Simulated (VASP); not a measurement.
# BeSe (F-43m) in VASP: relaxation of cell and atoms with PBE

Aim: the relaxation of cell and atoms of BeSe with PBE.

Program: VASP 6.6.1. These are calculated values, not measurements. Logs are shortened: lines on timing, memory, paths and dates and some standing lists are left out, and cuts for length are marked.

### 1 The crystal as given

It takes space group F-43m (No. 216, cubic). Conventional cell: a = 5.168 Å, b = 5.168 Å, c = 5.168 Å, α = 90.00°, β = 90.00°, γ = 90.00°. Be (site symmetry -43m) has 4 Se at 2.24 Å as nearest neighbours. Around Se (site symmetry -43m) lie 4 Be at 2.24 Å.

The cell comes from a database or a generator and needn't be the stable form of this composition.

### 2 Relaxation of cell and atoms, PBE

Contents of INCAR:

```
SYSTEM = BeSe
PREC = Accurate
ENCUT = 600
EDIFF = 1E-7
ISMEAR = 0
SIGMA = 0.02
LREAL = .False.
LASPH = .True.
NELM = 60
ALGO = Fast
ISIF = 3
LWAVE = .False.
LCHARG = .False.
GGA = PE
IBRION = 2
NSW = 40
EDIFFG = -0.02
```

Contents of KPOINTS:

```
Automatic mesh
0
Gamma
  8 8 8
  0 0 0
```

Contents of POSCAR:

```
BeSe
1.0
    0.0000000000      2.5839687400      2.5839687400
    2.5839687400      0.0000000000      2.5839687400
    2.5839687400      2.5839687400      0.0000000000
Be Se
1 1
Direct
    0.0000000000      0.0000000000      0.0000000000
    0.2500000000      0.2500000000      0.2500000000
```

Potentials or basis: VASP PAW PBE potentials, release 64 (Be, Se).

Started as:

```bash
> cat potpaw_PBE.64/Be/POTCAR potpaw_PBE.64/Se/POTCAR > POTCAR
> mpirun -np 1 vasp_std > vasp.out
```

OUTCAR:

```text
SYSTEM = BeSe
   PREC = Accurate
   ENCUT = 600
   EDIFF = 1E-7
   ISMEAR = 0
   LREAL = .False.
   LASPH = .True.
   NELM = 60
   ISIF = 3
   GGA = PE
   IBRION = 2
   NSW = 40
   EDIFFG = -0.02

 ion  position               nearest neighbor table
   1  0.000  0.000  0.000-   2 2.24   2 2.24   2 2.24   2 2.24
   2  0.250  0.250  0.250-   1 2.24   1 2.24   1 2.24   1 2.24

  LATTYP: Found a face centered cubic cell.
 ALAT       =     5.1679374800

  Lattice vectors:

 A1 = (   0.0000000000,   2.5839687400,   2.5839687400)
 A2 = (   2.5839687400,   0.0000000000,   2.5839687400)
 A3 = (   2.5839687400,   2.5839687400,   0.0000000000)

Analysis of symmetry for initial positions (statically):
=====================================================================
 Subroutine PRICEL returns:
 Original cell was already a primitive cell.

 Routine SETGRP: Setting up the symmetry group for a
 face centered cubic supercell.

 Subroutine GETGRP returns: Found 24 space group operations
 (whereof 24 operations were pure point group operations)
 out of a pool of 48 trial point group operations.

The static configuration has the point symmetry T_d .

Analysis of symmetry for dynamics (positions and initial velocities):
=====================================================================
 Subroutine PRICEL returns:
 Original cell was already a primitive cell.

 Routine SETGRP: Setting up the symmetry group for a
 face centered cubic supercell.

 Subroutine GETGRP returns: Found 24 space group operations
 (whereof 24 operations were pure point group operations)
 out of a pool of 48 trial point group operations.

The dynamic configuration has the point symmetry T_d .

 Subroutine INISYM returns: Found 24 space group operations
 (whereof 24 operations are pure point group operations),
 and found     1 'primitive' translations

----------------------------------------------------------------------------------------

                                     Primitive cell

  volume of cell :      34.5058

  direct lattice vectors                    reciprocal lattice vectors
     0.000000000  2.583968740  2.583968740    -0.193500793  0.193500793  0.193500793
     2.583968740  0.000000000  2.583968740     0.193500793 -0.193500793  0.193500793
     2.583968740  2.583968740  0.000000000     0.193500793  0.193500793 -0.193500793

  length of vectors
     3.654283637  3.654283637  3.654283637     0.335153205  0.335153205  0.335153205

  position of ions in fractional coordinates (direct lattice)
     0.000000000  0.000000000  0.000000000
     0.250000000  0.250000000  0.250000000

  ion indices of the primitive-cell ions
   primitive index   ion index
                 1           1
                 2           2

----------------------------------------------------------------------------------------

 KPOINTS: Automatic mesh

Automatic generation of k-mesh.
 Grid dimensions read from file:
 generate k-points for:    8    8    8

 Generating k-lattice:

  Cartesian coordinates                     Fractional coordinates (reciprocal lattice)
    -0.024187599  0.024187599  0.024187599     0.125000000  0.000000000  0.000000000
     0.024187599 -0.024187599  0.024187599     0.000000000  0.125000000  0.000000000
     0.024187599  0.024187599 -0.024187599     0.000000000  0.000000000  0.125000000

  Length of vectors
     0.041894151  0.041894151  0.041894151

  Shift w.r.t. Gamma in fractional coordinates (k-lattice)
     0.000000000  0.000000000  0.000000000

 Subroutine IBZKPT returns following result:
[... 55 lines left out ...]
   ISIF   =      3    stress and relaxation
   ISYM   =      2    0-nonsym 1-usesym 2-fastsym
   POTIM  = 0.5000    time-step for ionic-motion
   TEBEG  =    0.0;   TEEND  =   0.0 temperature during run
   PSTRESS=    0.0 pullay stress
   NELECT =       8.0000    total number of electrons
   NUPDOWN=      -1.0000    fix difference up-down
   EMIN   =  10.00;   EMAX   =-10.00  energy-range for DOS
   EFERMI =   0.00;   METHOD = LEGACY
   ISMEAR =     0;   SIGMA  =   0.02  broadening in eV -4-tet -1-fermi 0-gaus
   EFERMI_NEDOS =   21; number of points for ismear=-14 and -15
   IALGO  =     68    algorithm
   IMIX   =      4    mixing-type and parameters
     AMIX     =   0.40;   BMIX     =  1.00
     AMIX_MAG =   1.60;   BMIX_MAG =  1.00
  volume/ion in A,a.u.               =      17.25       116.43
  Fermi-wavevector in a.u.,A,eV,Ry     =   1.005713  1.900523 13.761741  1.011459
  Thomas-Fermi vector in A             =   2.138410
   LORBIT       =      0    0 simple, 1 ext, 2 COOP (PROOUT), +10 PAW based schemes
   GGA     = PE    functional components
   LHFCALC =     F    Hartree Fock is set to
   AEXX    =    0.0000 exact exchange contribution
   IVDW    =     0    specifies the selected vdW correction
   LEPSILON=     F    determine dielectric tensor
   LRPA    =     F    only Hartree local field effects (RPA)
 conjugate gradient relaxation of ions
 non-spin polarized calculation
 RMM-DIIS sequential band-by-band and
 Gauss-broadening in eV      SIGMA  =   0.02
  energy-cutoff  :      600.00
  volume of cell :       34.51
 maximum number of plane-waves:      1174
 NGX is ok and might be reduce to    30
   NGX = 15   NGY = 15   NGZ = 15

--------------------------------------- Ionic step        1  -------------------------------------------

 number of electron       8.0000001 magnetization

 Free energy of the ion-electron system (eV)
  ---------------------------------------------------
  ext. energy  EPLUGINS =         0.00000000
  ---------------------------------------------------
  free energy    TOTEN  =        -8.85871872 eV

  energy without entropy =       -8.85871872  energy(sigma->0) =       -8.85871872

------------------------ aborting loop because EDIFF is reached ----------------------------------------

  FORCE on cell =-STRESS in cart. coord.  units (eV):
  Direction    XX          YY          ZZ          XY          YZ          ZX
  --------------------------------------------------------------------------------------
  -------------------------------------------------------------------------------------
  Total        0.1334120      0.1334120      0.1334120      0.0000000     -0.0000000     -0.0000000
  in kB        6.1946052      6.1946052      6.1946052      0.0000000     -0.0000000     -0.0000000
  external PRESSURE =       6.1946052 kB  Pullay stress =       0.0000000 kB

 VOLUME and BASIS-vectors are now :
 -----------------------------------------------------------------------------
  energy-cutoff  :      600.00
  volume of cell :       34.51
      direct lattice vectors                 reciprocal lattice vectors
     0.000000000  2.583968740  2.583968740    -0.193500793  0.193500793  0.193500793
     2.583968740  0.000000000  2.583968740     0.193500793 -0.193500793  0.193500793
     2.583968740  2.583968740  0.000000000     0.193500793  0.193500793 -0.193500793

 POSITION                                       TOTAL-FORCE (eV/Angst)
 -----------------------------------------------------------------------------------
      0.00000      0.00000      0.00000         0.000000      0.000000      0.000000
      1.29198      1.29198      1.29198        -0.000000     -0.000000     -0.000000
 -----------------------------------------------------------------------------------
    total drift:                                0.000000      0.000000      0.000000

  FREE ENERGIE OF THE ION-ELECTRON SYSTEM (eV)
  ---------------------------------------------------
  free  energy   TOTEN  =        -8.8587187246 eV

  energy  without entropy=       -8.8587187246  energy(sigma->0) =       -8.85871872

--------------------------------------- Ionic step        2  -------------------------------------------

 number of electron       8.0000000 magnetization

 Free energy of the ion-electron system (eV)
  ---------------------------------------------------
  ext. energy  EPLUGINS =         0.00000000
  ---------------------------------------------------
  free energy    TOTEN  =        -8.85923260 eV

  energy without entropy =       -8.85923260  energy(sigma->0) =       -8.85923260

 E-fermi :   3.2837     XC(G=0):  -9.3353

 val. band max:        3.1382104369   @ k =   0.0000   0.0000   0.0000
 cond. band min:       5.8100249466   @ k =   0.5000   0.5000   0.0000
 fundamental gap:      2.6718145097
 Fermi energy:         3.2837423138

 k-point     1 :       0.0000    0.0000    0.0000
  band No.  band energies     occupation
      1     -10.5111      2.00000
      2       3.1382      2.00000
      3       3.1382      2.00000
      4       3.1382      2.00000
      5       7.3316      0.00000
      6       8.1502      0.00000
      7       8.1502      0.00000
      8       8.1502      0.00000
[... 243 lines left out ...]
 k-point    24 :      -0.3750    0.2500    0.1250
  band No.  band energies     occupation
      1      -9.0050      2.00000
      2      -1.9380      2.00000
      3       0.3599      2.00000
      4       1.3321      2.00000
      5       8.6068      0.00000
      6       8.8074      0.00000
      7      11.3574      0.00000
      8      12.6833      0.00000

 [... further k-points ...]

------------------------ aborting loop because EDIFF is reached ----------------------------------------

  FORCE on cell =-STRESS in cart. coord.  units (eV):
  Direction    XX          YY          ZZ          XY          YZ          ZX
  --------------------------------------------------------------------------------------
  -------------------------------------------------------------------------------------
  Total       -0.0241320     -0.0241320     -0.0241320      0.0000000      0.0000000     -0.0000000
  in kB       -1.1097538     -1.1097538     -1.1097538      0.0000000      0.0000000     -0.0000000
  external PRESSURE =      -1.1097538 kB  Pullay stress =       0.0000000 kB

 VOLUME and BASIS-vectors are now :
 -----------------------------------------------------------------------------
  energy-cutoff  :      600.00
  volume of cell :       34.84
      direct lattice vectors                 reciprocal lattice vectors
    -0.000000000  2.592284142  2.592284142    -0.192880091  0.192880091  0.192880091
     2.592284142  0.000000000  2.592284142     0.192880091 -0.192880091  0.192880091
     2.592284142  2.592284142  0.000000000     0.192880091  0.192880091 -0.192880091

 POSITION                                       TOTAL-FORCE (eV/Angst)
 -----------------------------------------------------------------------------------
      0.00000      0.00000      0.00000         0.000000      0.000000      0.000000
      1.29614      1.29614      1.29614        -0.000000     -0.000000     -0.000000
 -----------------------------------------------------------------------------------
    total drift:                                0.000000      0.000000      0.000000

  FREE ENERGIE OF THE ION-ELECTRON SYSTEM (eV)
  ---------------------------------------------------
  free  energy   TOTEN  =        -8.8592326045 eV

  energy  without entropy=       -8.8592326045  energy(sigma->0) =       -8.85923260

 reached required accuracy - stopping structural energy minimisation
```

Run time: 10 s. Hardware: 1 thread of Intel Xeon 6975P-C (Granite Rapids), shared host; peak memory 0.17 GiB.

Results:

* Free energy: -8.8592 eV
* Relaxed volume: 17.42 Å³/atom
* Relaxed cell: a = 3.666 Å, b = 3.666 Å, c = 3.666 Å, α = 60.00°, β = 60.00°, γ = 60.00°
* Space group after relaxing (to 0.05 Å): F-43m (No. 216)
* Energy gained by relaxing: 0.3 meV/atom
* Ionic steps: 2
* Pressure after relaxing: -0.1 GPa
* Band gap on the k mesh: 2.67 eV, indirect (least direct gap 4.19 eV)

The path:
```tsv
step	energy change (eV)	largest force (eV/Å)	pressure (GPa)	volume (Å³)
1	0.0000	0.0000	0.62	34.51
2	-0.0005	0.0000	-0.11	34.84
```

Final structure:
```
Be Se
1.0
     0.00000    2.59228    2.59228
     2.59228    0.00000    2.59228
     2.59228    2.59228    0.00000
Be Se
1 1
Direct
  0.00000 0.00000 0.00000
  0.25000 0.25000 0.25000
```

Levels at points of the mesh, in eV from the valence-band top:
```
           k point  band 2  band 3  band 4  band 5  band 6  band 7
(0.00, 0.00, 0.00)    0.00    0.00    0.00    4.19    5.01    5.01
(0.50, 0.00, 0.00)   -5.56   -1.04   -1.04    4.25    5.96    5.96
(0.50, 0.50, 0.00)   -4.96   -2.57   -2.57    2.67    4.21   11.52
```
